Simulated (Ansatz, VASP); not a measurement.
## I in VASP and in Ansatz

```
I
1.0
     5.55180    0.00000    0.00000
    -2.77590    4.80800    0.00000
     0.00000    0.00000    9.77943
I
4
Direct
  0.00000 0.00000 0.00260
  0.00000 0.00000 0.50260
  0.33333 0.66667 0.00240
  0.66667 0.33333 0.50240
```

Alike in both runs: functional PBE; k mesh 6 × 6 × 2; occupations gaussian, width 0.1 eV; no spin polarisation.

Ansatz relaxed the structure, and its values are those at the end. VASP's run is a single point on that final structure, the one shown.

|  | VASP | Ansatz |
| --- | --- | --- |
| version | VASP 6.6.1 | Ansatz 0.2.0 |
| potentials or method | VASP PAW PBE potentials, release 64 (I) | scalar-relativistic, plane waves, PAW |
| plane-wave cutoff (eV) | 520 | 420 |
| valence electrons in the cell | 28 | 68 |

```tsv
	VASP	Ansatz	Ansatz less VASP
gap on the k mesh at the Fermi level (eV)	none	none	-
pressure (GPa)	0.0	0.0	+0.02
```

A gap of «none» marks a metal or a gap that the smearing closes. The functional is the same, so the differences come from potentials, cutoffs and numerics. The two sets of potentials don't hold the same shells in valence.

Caveats: this functional lacks dispersion, which binds the layers, so the pressure and a relaxed spacing across them are unreliable. The runs have no spin-orbit coupling, so splittings on I are missing.
